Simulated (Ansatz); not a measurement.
CuO (Tenorite):

```
CELL_PARAMETERS angstrom
2.34185 -1.71130 0.00000
2.34185 1.71130 0.00000
-0.85003 0.00000 5.05787
ATOMIC_POSITIONS crystal
Cu 0.50000 0.00000 0.50000
Cu 0.00000 0.50000 0.00000
O 0.41840 0.58160 0.75000
O 0.58160 0.41840 0.25000
```

| Quantity | Value |
| --- | --- |
| Program | Ansatz 0.2.0 |
| Task | relaxation of cell and atoms |
| Functional | PBEsol |
| Potentials or basis | Ansatz PAW |
| Cutoff | 420 eV (not typed: the program's choice for these potentials) |
| k mesh | 10 × 10 × 5 |
| Occupations | fermi-dirac, width 0.05 eV |
| Spin | no spin polarisation |
| Hubbard terms | Cu d U = 5.3 eV |

At the start: volume 10.13 Å³/atom.

Task: How do energy, volume and symmetry change on relaxing?

Result: It ends after 24 steps and the volume is 10.86 Å³/atom (+7.1 %); space group P4_2/mmc (No. 131, to 0.05 Å).

The path:
| step | energy change (eV) | largest force (eV/Å) | volume (Å³) |
| --- | --- | --- | --- |
| 1 | 0.0000 | 0.2290 | 40.54 |
| 2 | -0.0092 | 0.1934 | 40.85 |
| 3 | -0.0160 | 0.1881 | 40.97 |
| 4 | -0.0236 | 0.0091 | 42.26 |
| 5 | -0.0303 | 0.0001 | 41.97 |
| 6 | -0.0303 | 0.0009 | 42.02 |
| 7 | -0.0485 | 0.0004 | 42.02 |
| 8 | -0.0544 | 0.0003 | 42.54 |
| 9 | -0.0542 | 0.0171 | 42.97 |
| 10 | -0.0548 | 0.0004 | 42.90 |
| 11 | -0.0648 | 0.0001 | 42.90 |
| 12 | -0.0673 | 0.0028 | 43.13 |
| 13 | -0.0671 | 0.0065 | 43.30 |
| 14 | -0.0674 | 0.0005 | 43.26 |
| 15 | -0.0715 | 0.0018 | 43.26 |
| 16 | -0.0724 | 0.0011 | 43.35 |
| 17 | -0.0723 | 0.0015 | 43.38 |
| 18 | -0.0736 | 0.0020 | 43.38 |
| 19 | -0.0739 | 0.0016 | 43.41 |
| 20 | -0.0742 | 0.0018 | 43.41 |
| 21 | -0.0742 | 0.0007 | 43.42 |
| 22 | -0.0745 | 0.0008 | 43.42 |
| 23 | -0.0745 | 0.0003 | 43.42 |
| 24 | -0.0744 | 0.0004 | 43.42 |

Final structure:
```yaml
crystal:
  lattice:
    - [2.06011, -2.05345, 0.15771]
    - [2.06011, 2.05345, 0.15771]
    - [-0.40715, 0.00000, 5.10124]
  atoms:
    - { symbol: Cu, position: [0.50000, 0.00000, 0.50000] }
    - { symbol: Cu, position: [0.00000, 0.50000, 0.00000] }
    - { symbol: O, position: [0.49908, 0.50092, 0.75000] }
    - { symbol: O, position: [0.50092, 0.49908, 0.25000] }
```

Caveat: the plane-wave basis is chosen anew once the cell has moved, so the energies of steps on either side of that aren't comparable; the pressure holds a Pulay correction of +0.7 GPa for the finite cutoff; the run has no spin polarisation, though such a crystal can be magnetic; the PAW data sets come from PBE, with cores solved anew for the run's functional, which leaves a small shift of forces and pressure.
